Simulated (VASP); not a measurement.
The system is V.

```
V
1.0
    -1.51435    1.51435    1.51435
     1.51435   -1.51435    1.51435
     1.51435    1.51435   -1.51435
V
1
Direct
  0.00000 0.00000 0.00000
```

- Program: VASP 6.6.1
- Task: relaxation of cell and atoms
- Functional: RPBE
- Dispersion: D4
- Potentials or basis: VASP PAW PBE potentials, release 64 (V_sv)
- Cutoff: 600 eV
- k mesh: 12 × 12 × 12
- Occupations: fermi-dirac, width 0.05 eV
- Spin: collinear spin, ferromagnetic start
- Starting moments: [2.0] μB

At the start: pressure -7.7 GPa; volume 13.89 Å³/atom.

Question: Where does the relaxation end?

Answer: Over 3 steps the energy falls by 15.4 meV/atom and the volume is 13.28 Å³/atom (-4.4 %); space group Im-3m (No. 229, to 0.05 Å); moment 0.00 μB per cell.

The path:
| step | energy change (eV) | largest force (eV/Å) | pressure (GPa) | volume (Å³) |
| --- | --- | --- | --- | --- |
| 1 | 0.0000 | 0.0000 | -7.66 | 13.89 |
| 2 | 0.0053 | 0.0000 | 10.25 | 12.60 |
| 3 | -0.0154 | 0.0000 | -0.08 | 13.28 |

Final structure:
```yaml
crystal:
  lattice:
    - [-1.49167, 1.49167, 1.49167]
    - [1.49167, -1.49167, 1.49167]
    - [1.49167, 1.49167, -1.49167]
  atoms:
    - { symbol: V, position: [0.00000, 0.00000, 0.00000] }
```

Caveat: the PAW data sets were made with another functional, which shifts forces and pressure a little; pairwise dispersion overbinds metals, which lowers pressure and volume.
